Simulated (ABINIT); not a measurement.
# Ti (Fm-3m) in ABINIT: notebook

Runs on Ti. Level: PBE. Tasks: single point.

Program: ABINIT 10.8.3 (patched build). These are calculated values, not measurements. Logs are shortened: lines on timing, memory, paths and dates and some standing lists are left out, and cuts for length are marked. The log counts tension as positive stress, the text compression.

### Step 1. The cell of the first run

Symmetry: Fm-3m, No. 225, cubic system. Conventional cell: a = 4.060 Å, b = 4.060 Å, c = 4.060 Å, α = 90.00°, β = 90.00°, γ = 90.00°. Ti (site symmetry m-3m) is surrounded by 12 Ti at 2.87 Å.

This isn't the form of Ti at room conditions, which is hcp.

### Step 2. Single point, PBE, 16.73 Å³/atom (uniaxial strain of 0 %)

run.abi reads:

```
# Pseudopotentials
pp_dirpath "./"
pseudos "Ti.GGA_PBE-JTH.xml"

# Structure
acell 2.8708535316 2.8708535316 2.8708535316 Angstrom
rprim
     0.0000000000     0.7071067812     0.7071067812
     0.7071067812     0.0000000000     0.7071067812
     0.7071067812     0.7071067812     0.0000000000
ntypat 1
znucl 22
natom 1
typat 1
xred
     0.0000000000     0.0000000000     0.0000000000

# Plane-wave basis
ecut 15.0
pawecutdg 30.0
pawxcdev 0

# k points
kptopt 1
ngkpt 11 11 11
nshiftk 1
shiftk 0.0 0.0 0.0

# Exchange and correlation
ixc 11

# Bands and occupations
nband 10
occopt 3
tsmear 0.00183747

# SCF cycle
nstep 100
tolvrs 1.0e-9

# Output
iomode 3
prtwf 0
prtden 0
prteig 0
prtebands 0
enunit 1
```

Potentials or basis: JTH PAW PBE v2.0.

Command:

```sh
$ abinit run.abi > log 2>&1
```

run.abo:

```text
.Version 10.8.3 of ABINIT
 Symmetries : space group Fm -3 m (#225); Bravais cF (face-center cubic)
================================================================================
 Values of the parameters that define the memory need of the present run
     intxc =       0    ionmov =       0      iscf =      17    lmnmax =      18
     lnmax =       6     mgfft =      20  mpssoang =       3    mqgrid =    3001
     natom =       1  nloc_mem =       2    nspden =       1   nspinor =       1
    nsppol =       1      nsym =      48    n1xccc =       1    ntypat =       1
    occopt =       3   xclevel =       2
       mpw =         322          nfft =        8000          nkpt =          56
 PAW method is used; the additional fine FFT grid is defined by:
   mgfftf=        30    nfftf =     27000
================================================================================
================================================================================

--------------------------------------------------------------------------------
------------- Echo of variables that govern the present computation ------------
--------------------------------------------------------------------------------
 -outvars: echo values of preprocessed input variables --------
            acell      5.4251269223E+00  5.4251269223E+00  5.4251269223E+00 Bohr
              amu      4.78800000E+01
             ecut      1.50000000E+01 Hartree
           enunit           1
                       outvar_i_n : Printing only first  50 k-points.
              ixc          11
                       outvar_i_n : Printing only first  50 k-points.
         kptrlatt       11    0    0      0   11    0      0    0   11
          kptrlen      5.96763961E+01
            natom           1
            nband          10
            ngfft          20      20      20
          ngfftdg          30      30      30
             nkpt          56
            nstep         100
             nsym          48
           ntypat           1
                       prtocc : prtvol=0, do not print more k-points.
           occopt           3
        pawecutdg      3.00000000E+01 Hartree
         pawxcdev           0
           prtden           0
        prtebands           0
           prteig           0
            prtwf           0
            rprim      0.0000000000E+00  7.0710678120E-01  7.0710678120E-01
                       7.0710678120E-01  0.0000000000E+00  7.0710678120E-01
                       7.0710678120E-01  7.0710678120E-01  0.0000000000E+00
          spgroup         225
           tolvrs      1.00000000E-09
           tsmear      1.83747000E-03 Hartree
            typat      1
           useylm           1
                       outvars : Printing only first  50 k-points.
            znucl       22.00000

================================================================================

 chkinp: Checking input parameters for consistency.

================================================================================
== DATASET  1 ==================================================================

--- !DatasetInfo
iteration_state: {dtset: 1, }
dimensions: {natom: 1, nkpt: 56, mband: 10, nsppol: 1, nspinor: 1, nspden: 1, mpw: 322, }
cutoff_energies: {ecut:  15.0, pawecutdg:  30.0, }
electrons: {nelect:   1.20000000E+01, charge:   0.00000000E+00, occopt:   3.00000000E+00, tsmear:   1.83747000E-03, }
meta: {optdriver: 0, ionmov: 0, optcell: 0, iscf: 17, paral_kgb: 0, }
...

 Exchange-correlation functional for the present dataset will be:
  GGA: Perdew-Burke-Ernzerhof functional - ixc=11
  J.P.Perdew, K.Burke, M.Ernzerhof, PRL 77, 3865 (1996)

 Real(R)+Recip(G) space primitive vectors, cartesian coordinates (Bohr,Bohr^-1):
 R(1)=  0.0000000  3.8361440  3.8361440  G(1)= -0.1303392  0.1303392  0.1303392
 R(2)=  3.8361440  0.0000000  3.8361440  G(2)=  0.1303392 -0.1303392  0.1303392
 R(3)=  3.8361440  3.8361440  0.0000000  G(3)=  0.1303392  0.1303392 -0.1303392
 Unit cell volume ucvol=  1.1290540E+02 bohr^3
 Angles (23,13,12)=  6.00000000E+01  6.00000000E+01  6.00000000E+01 degrees

 Coarse grid specifications (used for wave-functions):

 getcut: wavevector=  0.0000  0.0000  0.0000  ngfft=  20  20  20
         ecut(hartree)=     15.000   => boxcut(ratio)=   2.11451

 Fine grid specifications (used for densities):

 getcut: wavevector=  0.0000  0.0000  0.0000  ngfft=  30  30  30
         ecut(hartree)=     30.000   => boxcut(ratio)=   2.24527

 getcut : COMMENT -
  Note that boxcut > 2.2 ; recall that boxcut=Gcut(box)/Gcut(sphere) = 2
  is sufficient for exact treatment of convolution.
  Such a large boxcut is a waste : you could raise ecut
  e.g. ecut=   37.809113 Hartrees makes boxcut=2

--- Pseudopotential description ------------------------------------------------
- pspini: atom type   1  psp file is ./Ti.GGA_PBE-JTH.xml
 Pseudopotential format is: paw10
 basis_size (lnmax)=  6 (lmn_size= 18), orbitals=   0   0   1   1   2   2
 Spheres core radius: rc_sph= 2.30802695
 Shapefunction is BESSEL type: shapef(r,l)=aa(1,l)*jl(q(1,l)*r)+aa(2,l)*jl(q(2,l)*r)
 Radius for shape functions =  2.01037111
 Compensation charge density is not taken into account in XC energy/potential

   3.05946380E+02                                ecore*ucvol(ha*bohr**3)
--------------------------------------------------------------------------------

================================================================================

--- !BeginCycle
iteration_state: {dtset: 1, }
solver: {iscf: 17, nstep: 100, nline: 4, wfoptalg: 10, }
tolerances: {tolvrs: 1.00E-09, }
...

     iter   Etot(hartree)      deltaE(h)  residm     nres2
 ETOT  1  -57.894882256823    -5.789E+01 7.130E+00 5.347E+00
 ETOT  2  -58.655799795415    -7.609E-01 8.909E-02 2.279E+00
 ETOT  3  -58.647503083724     8.297E-03 1.377E-02 3.621E-02
 ETOT  4  -58.647859533504    -3.564E-04 2.617E-03 6.901E-03
 ETOT  5  -58.647889222413    -2.969E-05 8.857E-04 2.371E-04
 ETOT  6  -58.647889275983    -5.357E-08 5.406E-05 4.391E-05
 ETOT  7  -58.647889162063     1.139E-07 4.358E-05 2.628E-07
 ETOT  8  -58.647889163074    -1.011E-09 1.509E-04 7.646E-09
 ETOT  9  -58.647889163144    -7.076E-11 1.428E-05 2.976E-09
 ETOT 10  -58.647889163139     5.336E-12 1.191E-04 1.471E-10

 At SCF step   10       nres2   =  1.47E-10 < tolvrs=  1.00E-09 =>converged.

 Cartesian components of stress tensor (hartree/bohr^3)
  sigma(1 1)= -1.49114359E-04  sigma(3 2)=  0.00000000E+00
  sigma(2 2)= -1.49114359E-04  sigma(3 1)=  0.00000000E+00
  sigma(3 3)= -1.49114359E-04  sigma(2 1)=  0.00000000E+00

--- !ResultsGS
iteration_state: {dtset: 1, }
comment   : Summary of ground state results
lattice_vectors:
- [  0.0000000,   3.8361440,   3.8361440, ]
- [  3.8361440,   0.0000000,   3.8361440, ]
- [  3.8361440,   3.8361440,   0.0000000, ]
lattice_lengths: [   5.42513,    5.42513,    5.42513, ]
lattice_angles: [ 60.000,  60.000,  60.000, ] # degrees, (23, 13, 12)
lattice_volume:   1.1290540E+02
convergence: {deltae:  5.336E-12, res2:  1.471E-10, residm:  1.191E-04, diffor: null, }
etotal    :  -5.86478892E+01
entropy   :   0.00000000E+00
fermie    :   2.93248407E-01
cartesian_stress_tensor: # hartree/bohr^3
- [ -1.49114359E-04,   0.00000000E+00,   0.00000000E+00, ]
- [  0.00000000E+00,  -1.49114359E-04,   0.00000000E+00, ]
- [  0.00000000E+00,   0.00000000E+00,  -1.49114359E-04, ]
pressure_GPa:   4.3871E+00
xred      :
- [  0.0000E+00,   0.0000E+00,   0.0000E+00, Ti]
cartesian_forces: # hartree/bohr
- [ -0.00000000E+00,  -0.00000000E+00,  -0.00000000E+00, ]
force_length_stats: {min:   0.00000000E+00, max:   0.00000000E+00, mean:   0.00000000E+00, }
...

 Integrated electronic density in atomic spheres:
 ------------------------------------------------
 Atom  Sphere_radius  Integrated_density
    1        2.30803         10.19925799

================================================================================

 ----iterations are completed or convergence reached----

 Mean square residual over all n,k,spin=   22.643E-08; max=  11.905E-05
 reduced coordinates (array xred) for    1 atoms
       0.000000000000      0.000000000000      0.000000000000
 rms dE/dt=  0.0000E+00; max dE/dt=  0.0000E+00; dE/dt below (all hartree)
    1       0.000000000000      0.000000000000      0.000000000000

 cartesian coordinates (angstrom) at end:
    1      0.00000000000000     0.00000000000000     0.00000000000000

 cartesian forces (hartree/bohr) at end:
    1     -0.00000000000000    -0.00000000000000    -0.00000000000000
 frms,max,avg= 0.0000000E+00 0.0000000E+00   0.000E+00  0.000E+00  0.000E+00 h/b

 cartesian forces (eV/Angstrom) at end:
    1     -0.00000000000000    -0.00000000000000    -0.00000000000000
 frms,max,avg= 0.0000000E+00 0.0000000E+00   0.000E+00  0.000E+00  0.000E+00 e/A
 length scales=  5.425126922319  5.425126922319  5.425126922319 bohr
              =  2.870853531600  2.870853531600  2.870853531600 angstroms
 Fermi (or HOMO) energy (eV) =   7.97970   Average Vxc (eV)= -11.18889
 Eigenvalues (   eV  ) for nkpt=  56  k points:
 kpt#   1, nband= 10, wtk=  0.00075, kpt=  0.0000  0.0000  0.0000 (reduced coord)
 -48.61428  -24.44311  -24.44311  -24.44311    1.81538    8.88711    8.88711    8.88711
  10.61252   10.61252
 prteigrs : prtvol=0 or 1, do not print more k-points.

--- !EnergyTerms
iteration_state     : {dtset: 1, }
comment             : Components of total free energy in Hartree
kinetic             :  7.75497671528453E+00
hartree             :  1.12556488340858E+01
xc                  : -3.24097329636099E+00
Ewald energy        : -4.30262871087557E+01
psp_core            :  2.70975862394395E+00
local_psp           : -3.39152308772192E+01
PAW spherical_terms : -1.85370375477157E-01
internal            : -5.86474774844987E+01
'-kT*entropy'       : -4.07435189701717E-04
total_energy        : -5.86478849196884E+01
total_energy_eV     : -1.59589024905949E+03
...

--- !EnergyTermsDC
iteration_state     : {dtset: 1, }
comment             : '"Double-counting" decomposition of free energy'
band_energy         : -8.08697532328505E+00
Ewald energy        : -4.30262871087557E+01
psp_core            :  2.70975862394395E+00
xc_dc               : -1.08795900204170E+01
PAW spherical_terms :  6.35612100564392E-01
internal            : -5.86474817279493E+01
'-kT*entropy'       : -4.07435189701717E-04
total_energy_dc     : -5.86478891631390E+01
total_energy_dc_eV  : -1.59589036452966E+03
...

--- !EnergyTermsWithPAWCore
iteration_state     : {dtset: 1, }
comment             : 'Components of total free energy, including PAW core contributions'
Total energy        : -8.53807922877514E+02
Total energy DC     : -8.53807927120965E+02
Total energy (eV)   : -2.32332971692988E+04
Total energy DC (eV): -2.32332972847690E+04
...

 Cartesian components of stress tensor (hartree/bohr^3)
  sigma(1 1)= -1.49114359E-04  sigma(3 2)=  0.00000000E+00
  sigma(2 2)= -1.49114359E-04  sigma(3 1)=  0.00000000E+00
  sigma(3 3)= -1.49114359E-04  sigma(2 1)=  0.00000000E+00

-Cartesian components of stress tensor (GPa)         [Pressure=  4.3871E+00 GPa]
- sigma(1 1)= -4.38709590E+00  sigma(3 2)=  0.00000000E+00
- sigma(2 2)= -4.38709590E+00  sigma(3 1)=  0.00000000E+00
- sigma(3 3)= -4.38709590E+00  sigma(2 1)=  0.00000000E+00

== END DATASET(S) ==============================================================
================================================================================

 -outvars: echo values of variables after computation  --------
            acell      5.4251269223E+00  5.4251269223E+00  5.4251269223E+00 Bohr
           etotal     -5.8647889163E+01
            fcart     -0.0000000000E+00 -0.0000000000E+00 -0.0000000000E+00
            rprim      0.0000000000E+00  7.0710678120E-01  7.0710678120E-01
                       7.0710678120E-01  0.0000000000E+00  7.0710678120E-01
                       7.0710678120E-01  7.0710678120E-01  0.0000000000E+00
           strten     -1.4911435865E-04 -1.4911435865E-04 -1.4911435865E-04
                       0.0000000000E+00  0.0000000000E+00  0.0000000000E+00
 Calculation completed.
```

Run time: 6.1 s. Hardware: 1 thread of Arm Neoverse V1, shared host; peak memory 0.08 GiB.

Results:

- Free energy: -1595.8904 eV
- Pressure: 4.4 GPa
- Band gap on the k mesh: none (metal or under the smearing width)
- Valence electrons inside the program's atomic spheres: Ti 10.20 (radii [1.2214] Å)

### Step 3. Single point, PBE, 16.06 Å³/atom (uniaxial strain of -4 %)

run.abi, as its differences from that of step 2:

```diff
@@ -5,6 +5,6 @@
 # Structure
-acell 2.8708535316 2.8708535316 2.8708535316 Angstrom
+acell 2.8140222885 2.8140222885 2.8708535316 Angstrom
 rprim
-     0.0000000000     0.7071067812     0.7071067812
-     0.7071067812     0.0000000000     0.7071067812
+     0.0000000000     0.7213873210     0.6925318282
+     0.7213873210     0.0000000000     0.6925318282
      0.7071067812     0.7071067812     0.0000000000
@@ -16,2 +16,5 @@
      0.0000000000     0.0000000000     0.0000000000
+chkprim 0
+chksymtnons 0
+tolsym 1.0e-6
```

Potentials or basis: JTH PAW PBE v2.0.

Command:

```sh
$ abinit run.abi > log 2>&1
```

It took 10 s on 1 thread of Arm Neoverse V1, shared host; peak memory 0.09 GiB.

The run converged. Its results:

```
Free energy                                           : -1595.8577 eV
Pressure                                              : 9.7 GPa
Band gap on the k mesh                                : none (metal or under the smearing width)
Valence electrons inside the program's atomic spheres : Ti 10.25 (radii [1.2214] Å)
```
